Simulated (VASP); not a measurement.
A run of VASP 6.6.1:

File INCAR:

```
PREC = Accurate
ENCUT = 520
EDIFF = 1E-6
ISMEAR = 0
SIGMA = 0.1
LREAL = F
LASPH = T
NELM = 100
ALGO = Normal
ISIF = 2
LWAVE = F
LCHARG = F
GGA = PS
NBANDS = 11
```

The input KPOINTS:

```
regular mesh
0
Gamma
  12 12 12
```

File POSCAR:

```
Ca
1.0
    0.0000000000      2.8107696060      2.7269436060
    2.8107696060      0.0000000000      2.7269436060
    2.8107696060      2.8107696060      0.0000000000
Ca
1
Direct
    0.0000000000      0.0000000000      0.0000000000
```

Potentials or basis: VASP PAW PBE potentials, release 64 (Ca_sv).

Run with:

```bash
$ cat potpaw_PBE.64/Ca_sv/POTCAR > POTCAR
$ mpirun -np 1 vasp_std > vasp.out
```

Hardware: 1 thread of Intel(R) Xeon(R) 6975P-C (Granite Rapids), on a shared host.

Q: Estimate the wall time of this run.

A: Run time: 23 s on 1 thread of Intel(R) Xeon(R) 6975P-C (Granite Rapids) (shared host), peak memory 0.22 GiB. Counts: scf iterations 10, k points 163.
